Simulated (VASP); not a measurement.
# TaN (P-6m2) in VASP: notebook

One crystal, TaN, is run at these levels: PBEsol; tasks: relaxation of cell and atoms, electrostatic potential.

Program: VASP 6.6.1. These are calculated values, not measurements. Logs are shortened: lines on timing, memory, paths and dates and some standing lists are left out, and cuts for length are marked.

## Step 1: The crystal as given

It takes space group P-6m2 (No. 187, hexagonal). Conventional cell: a = 2.930 Å, b = 2.930 Å, c = 2.870 Å, α = 90.00°, β = 90.00°, γ = 120.00°. Ta (site symmetry -6m2) has 6 N at 2.22 Å as nearest neighbours. N (site symmetry -6m2) is surrounded by 6 Ta at 2.22 Å.

The cell was built by a generator and needn't be a form met in nature.

## Step 2: Relaxation of cell and atoms, PBEsol

INCAR

```
ALGO = Normal ; EDIFF = 1E-6
EDIFFG = -0.005 ; ENCUT = 600
GGA = PS ; IBRION = 2
ISIF = 3 ; ISMEAR = 1
LASPH = True ; LCHARG = False
LREAL = False ; LWAVE = False
NELM = 120 ; NSW = 40
PREC = Accurate ; SIGMA = 0.1
```

KPOINTS

```
k-points
0
Gamma
  16 16 14
```

POSCAR

```
TaN
1.0
    2.9300000000      0.0000000000      0.0000000000
   -1.4650000000      2.5374544300      0.0000000000
    0.0000000000      0.0000000000      2.8700000000
Ta N
1 1
Direct
    0.0000000000      0.0000000000      0.0000000000
    0.3333333300      0.6666666700      0.5000000000
```

Potentials or basis: VASP PAW PBE potentials, release 64 (Ta_pv, N).

Run with:

```sh
> cat potpaw_PBE.64/Ta_pv/POTCAR potpaw_PBE.64/N/POTCAR > POTCAR
> mpirun -np 1 vasp_std > vasp.out
```

OUTCAR:

```text
EDIFF = 1E-6
   EDIFFG = -0.005
   ENCUT = 600
   GGA = PS
   IBRION = 2
   ISIF = 3
   ISMEAR = 1
   LASPH = True
   LREAL = False
   NELM = 120
   NSW = 40
   PREC = Accurate

 ion  position               nearest neighbor table
   1  0.000  0.000  0.000-   2 2.22   2 2.22   2 2.22   2 2.22   2 2.22   2 2.22
   2  0.333  0.667  0.500-   1 2.22   1 2.22   1 2.22   1 2.22   1 2.22   1 2.22

  LATTYP: Found a hexagonal cell.
 ALAT       =     2.9300000000
 C/A-ratio  =     0.9795221843

  Lattice vectors:

 A1 = (   2.9300000000,   0.0000000000,   0.0000000000)
 A2 = (  -1.4650000000,   2.5374544300,   0.0000000000)
 A3 = (   0.0000000000,   0.0000000000,   2.8700000000)

Analysis of symmetry for initial positions (statically):
=====================================================================
 Subroutine PRICEL returns:
 Original cell was already a primitive cell.

 Routine SETGRP: Setting up the symmetry group for a
 hexagonal supercell.

 Subroutine GETGRP returns: Found 12 space group operations
 (whereof 12 operations were pure point group operations)
 out of a pool of 24 trial point group operations.

The static configuration has the point symmetry D_3h.

Analysis of symmetry for dynamics (positions and initial velocities):
=====================================================================
 Subroutine PRICEL returns:
 Original cell was already a primitive cell.

 Routine SETGRP: Setting up the symmetry group for a
 hexagonal supercell.

 Subroutine GETGRP returns: Found 12 space group operations
 (whereof 12 operations were pure point group operations)
 out of a pool of 24 trial point group operations.

The dynamic configuration has the point symmetry D_3h.

 Subroutine INISYM returns: Found 12 space group operations
 (whereof 12 operations are pure point group operations),
 and found     1 'primitive' translations

----------------------------------------------------------------------------------------

                                     Primitive cell

  volume of cell :      21.3377

  direct lattice vectors                    reciprocal lattice vectors
     2.930000000  0.000000000  0.000000000     0.341296928  0.197047874  0.000000000
    -1.465000000  2.537454430  0.000000000     0.000000000  0.394095747  0.000000000
     0.000000000  0.000000000  2.870000000     0.000000000  0.000000000  0.348432056

  length of vectors
     2.930000000  2.929999997  2.870000000     0.394095747  0.394095747  0.348432056

  position of ions in fractional coordinates (direct lattice)
     0.000000000  0.000000000  0.000000000
     0.333333330  0.666666670  0.500000000

  ion indices of the primitive-cell ions
   primitive index   ion index
                 1           1
                 2           2

----------------------------------------------------------------------------------------

 KPOINTS: k-points

Automatic generation of k-mesh.
 Grid dimensions read from file:
 generate k-points for:   16   16   14

 Generating k-lattice:

  Cartesian coordinates                     Fractional coordinates (reciprocal lattice)
     0.021331058  0.012315492  0.000000000     0.062500000 -0.000000000  0.000000000
     0.000000000  0.024630984  0.000000000     0.000000000  0.062500000  0.000000000
     0.000000000  0.000000000  0.024888004     0.000000000  0.000000000  0.071428571

  Length of vectors
     0.024630984  0.024630984  0.024888004

  Shift w.r.t. Gamma in fractional coordinates (k-lattice)
     0.000000000  0.000000000  0.000000000

 Subroutine IBZKPT returns following result:
 ===========================================

 Found    240 irreducible k-points:

 Following reciprocal coordinates:
            Coordinates               Weight
  0.000000  0.000000  0.000000      1.000000
  0.062500 -0.000000  0.000000      6.000000
  0.125000 -0.000000  0.000000      6.000000
  0.187500  0.000000  0.000000      6.000000
  0.250000 -0.000000  0.000000      6.000000
  0.312500 -0.000000  0.000000      6.000000
[... 16 lines left out ...]
  0.187500  0.187500  0.000000      6.000000
  0.250000  0.187500  0.000000     12.000000
 [... further k-points ...]
   k-points           NKPTS =    240   k-points in BZ     NKDIM =    240   number of bands    NBANDS=     12
   number of dos      NEDOS =    301   number of ions     NIONS =      2
   total plane-waves  NPLWV =  13824
   dimension x,y,z NGX =    24 NGY =   24 NGZ =   24
   dimension x,y,z NGXF=    48 NGYF=   48 NGZF=   48
   ions per type =               1   1
   NGX,Y,Z   is equivalent  to a cutoff of  13.62, 13.62, 13.90 a.u.
   NGXF,Y,Z  is equivalent  to a cutoff of  27.23, 27.23, 27.80 a.u.
 SYSTEM =  unknown system
   PREC   = accura    normal or accurate (medium, high low for compatibility)
   ISTART =      0    job   : 0-new  1-cont  2-samecut
   ICHARG =      2    charge: 1-file 2-atom 10-const
   ISPIN  =      1    spin polarized calculation?
   LNONCOLLINEAR =      F non collinear calculations
   LSORBIT =      F    spin-orbit coupling
   LASPH  =      T    aspherical Exc in radial PAW
   ENCUT  =  600.0 eV  44.10 Ry    6.64 a.u.   5.85  5.85  5.73*2*pi/ulx,y,z
   NELM   =    120;   NELMIN=  2; NELMDL= -5     # of ELM steps
   EDIFF  = 0.1E-05   stopping-criterion for ELM
   LREAL  =      F    real-space projection
   EDIFFG = -.5E-02   stopping-criterion for IOM
   NSW    =     40    number of steps for IOM
   IBRION =      2    ionic relax: 0-MD 1-quasi-New 2-CG
   NFREE  =      1    steps in history (QN), initial steepest desc. (CG)
   ISIF   =      3    stress and relaxation
   ISYM   =      2    0-nonsym 1-usesym 2-fastsym
   POTIM  = 0.5000    time-step for ionic-motion
   TEBEG  =    0.0;   TEEND  =   0.0 temperature during run
   PSTRESS=    0.0 pullay stress
   NELECT =      16.0000    total number of electrons
   NUPDOWN=      -1.0000    fix difference up-down
   EMIN   =  10.00;   EMAX   =-10.00  energy-range for DOS
   EFERMI =   0.00;   METHOD = LEGACY
   ISMEAR =     1;   SIGMA  =   0.10  broadening in eV -4-tet -1-fermi 0-gaus
   EFERMI_NEDOS =   21; number of points for ismear=-14 and -15
   IALGO  =     38    algorithm
   IMIX   =      4    mixing-type and parameters
     AMIX     =   0.40;   BMIX     =  1.00
     AMIX_MAG =   1.60;   BMIX_MAG =  1.00
  volume/ion in A,a.u.               =      10.67        72.00
  Fermi-wavevector in a.u.,A,eV,Ry     =   1.487301  2.810592 30.096966  2.212065
  Thomas-Fermi vector in A             =   2.600479
   LORBIT       =      0    0 simple, 1 ext, 2 COOP (PROOUT), +10 PAW based schemes
   GGA     = PS    functional components
   LHFCALC =     F    Hartree Fock is set to
   AEXX    =    0.0000 exact exchange contribution
   IVDW    =     0    specifies the selected vdW correction
   LEPSILON=     F    determine dielectric tensor
   LRPA    =     F    only Hartree local field effects (RPA)
 conjugate gradient relaxation of ions
 non-spin polarized calculation
 Methfessel and Paxton  Order N= 1 SIGMA  =   0.10
  energy-cutoff  :      600.00
  volume of cell :       21.34
 maximum number of plane-waves:       725
 NGX is ok and might be reduce to    24
   NGX = 11   NGY = 11   NGZ = 11

--------------------------------------- Ionic step        1  -------------------------------------------

 number of electron      16.0000000 magnetization

 Free energy of the ion-electron system (eV)
  ---------------------------------------------------
  ext. energy  EPLUGINS =         0.00000000
  ---------------------------------------------------
  free energy    TOTEN  =       -23.80770156 eV

  energy without entropy =      -23.80763539  energy(sigma->0) =      -23.80767950

------------------------ aborting loop because EDIFF is reached ----------------------------------------

  FORCE on cell =-STRESS in cart. coord.  units (eV):
  Direction    XX          YY          ZZ          XY          YZ          ZX
  --------------------------------------------------------------------------------------
  -------------------------------------------------------------------------------------
  Total       -0.1500978     -0.1500978      0.0557565      0.0000000      0.0000000      0.0000000
  in kB      -11.2703401    -11.2703401      4.1865728      0.0000000      0.0000000      0.0000000
  external PRESSURE =      -6.1180358 kB  Pullay stress =       0.0000000 kB
[... 129 lines left out ...]
  energy  without entropy=      -23.8078337474  energy(sigma->0) =      -23.80788553

--------------------------------------- Ionic step        5  -------------------------------------------

 number of electron      16.0000000 magnetization

 Free energy of the ion-electron system (eV)
  ---------------------------------------------------
  ext. energy  EPLUGINS =         0.00000000
  ---------------------------------------------------
  free energy    TOTEN  =       -23.80794965 eV

  energy without entropy =      -23.80787451  energy(sigma->0) =      -23.80792461

 E-fermi :   8.2220     XC(G=0): -13.5697

 val. band max:        8.2007137737   @ k =   0.3125   0.3125   0.0000
 cond. band min:       8.2475799518   @ k =   0.0625  -0.0000   0.5000
 fundamental gap:      0.0468661781
 Fermi energy:         8.2219665454

 k-point     1 :       0.0000    0.0000    0.0000
  band No.  band energies     occupation
      1     -26.5314      2.00000
      2     -26.2565      2.00000
      3     -26.2565      2.00000
      4      -9.6108      2.00000
      5       3.6056      2.00000
      6       3.6056      2.00000
      7       3.9323      2.00000
      8       5.2880      2.00000
      9      10.5253      0.00000
     10      11.8646      0.00000
     11      11.8646      0.00000
     12      12.2610      0.00000
[... 331 lines left out ...]
 k-point    24 :       0.2500    0.1875    0.0000
  band No.  band energies     occupation
      1     -27.1065      2.00000
      2     -26.6081      2.00000
      3     -26.3972      2.00000
      4      -7.5146      2.00000
      5       0.4973      2.00000
      6       3.2636      2.00000
      7       3.7160      2.00000
      8       6.3665      2.00000
      9       9.5927     -0.00000
     10      10.3271      0.00000
     11      13.1602      0.00000
     12      14.7454      0.00000

 [... further k-points ...]

------------------------ aborting loop because EDIFF is reached ----------------------------------------

  FORCE on cell =-STRESS in cart. coord.  units (eV):
  Direction    XX          YY          ZZ          XY          YZ          ZX
  --------------------------------------------------------------------------------------
  -------------------------------------------------------------------------------------
  Total       -0.0029007     -0.0029007     -0.0033547      0.0000000     -0.0000000     -0.0000000
  in kB       -0.2181925     -0.2181925     -0.2523460      0.0000000     -0.0000000     -0.0000000
  external PRESSURE =      -0.2295770 kB  Pullay stress =       0.0000000 kB
[... 17 lines left out ...]
  FREE ENERGIE OF THE ION-ELECTRON SYSTEM (eV)
  ---------------------------------------------------
  free  energy   TOTEN  =       -23.8079496545 eV

  energy  without entropy=      -23.8078745099  energy(sigma->0) =      -23.80792461

 reached required accuracy - stopping structural energy minimisation
```

It took 44 s on 1 thread of Intel Xeon 6975P-C (Granite Rapids), shared host; peak memory 0.21 GiB.

Results:

* Free energy: -23.8079 eV
* Relaxed volume: 10.65 Å³/atom
* Relaxed cell: a = 2.926 Å, b = 2.926 Å, c = 2.873 Å, α = 90.00°, β = 90.00°, γ = 120.00°
* Space group after relaxing (to 0.05 Å): P-6m2 (No. 187)
* Energy gained by relaxing: 0.1 meV/atom
* Ionic steps: 5
* Pressure after relaxing: 0.0 GPa
* Band gap on the k mesh: none (metal or under the smearing width)

The path:
| step | energy change (eV) | largest force (eV/Å) | pressure (GPa) | volume (Å³) |
| --- | --- | --- | --- | --- |
| 1 | 0.0000 | 0.0000 | -0.61 | 21.34 |
| 2 | 0.0003 | 0.0000 | 1.42 | 21.21 |
| 3 | -0.0002 | 0.0000 | 0.20 | 21.29 |
| 4 | -0.0002 | 0.0000 | -0.34 | 21.32 |
| 5 | -0.0002 | 0.0000 | -0.02 | 21.30 |

Final structure:
```yaml
crystal:
  lattice:
    - [2.92584, 0.00000, 0.00000]
    - [-1.46292, 2.53385, 0.00000]
    - [0.00000, 0.00000, 2.87302]
  atoms:
    - { symbol: Ta, position: [0.00000, 0.00000, 0.00000] }
    - { symbol: N, position: [0.33333, 0.66667, 0.50000] }
```

Caveat: the PAW data sets were made with another functional, which shifts forces and pressure a little.

## Step 3: Electrostatic potential, PBEsol

INCAR

```
PREC = Accurate ; ENCUT = 520
EDIFF = 1E-6 ; ISMEAR = 1
SIGMA = 0.1 ; LREAL = F
LASPH = T ; NELM = 100
ALGO = Normal ; ISIF = 2
LWAVE = F ; LCHARG = T
GGA = PS ; LVHAR = T
```

KPOINTS

```
regular mesh
0
Gamma
  16 16 14
```

POSCAR

```
TaN                                     
1.0
    2.9258394467      0.0000000000      0.0000000000
   -1.4629197234      2.5338512852     -0.0000000000
    0.0000000000     -0.0000000000      2.8730196392
  Ta              N             
     1     1
Direct
     0.0000000000000000    0.0000000000000000    0.0000000000000000
     0.3333333300000021    0.6666666699999979    0.5000000000000000
```

Potentials or basis: VASP PAW PBE potentials, release 64 (Ta_pv, N).

Run with:

```sh
> cat potpaw_PBE.64/Ta_pv/POTCAR potpaw_PBE.64/N/POTCAR > POTCAR
> mpirun -np 1 vasp_std > vasp.out
```

Wall time 15 s (1 thread of Intel Xeon 6975P-C (Granite Rapids), shared host); peak memory 0.19 GiB.

The run converged. Its results:

```
Free energy            : -23.8056 eV
Pressure               : 0.1 GPa
Band gap on the k mesh : none (metal or under the smearing width)
```

Levels at points of the mesh, in eV from the Fermi level:
```
           k point  band 5  band 6  band 7  band 8  band 9  band 10  band 11  band 12
(0.00, 0.00, 0.00)   -4.62   -4.62   -4.29   -2.93    2.30     3.64     3.64     4.04
(0.50, 0.00, 0.00)   -8.39   -5.27   -3.56   -3.19    3.02     4.11     5.27     5.39
(0.00, 0.00, 0.50)   -9.46   -3.79   -3.79   -0.11   -0.11     2.46     3.33     3.33
(0.50, 0.00, 0.50)   -7.42   -6.25   -5.76   -0.33    4.23     5.45     6.16     7.20
```

Caveat: the PAW data sets were made with another functional, which shifts forces and pressure a little. Spin-orbit coupling is left out, which matters for the levels of Ta.
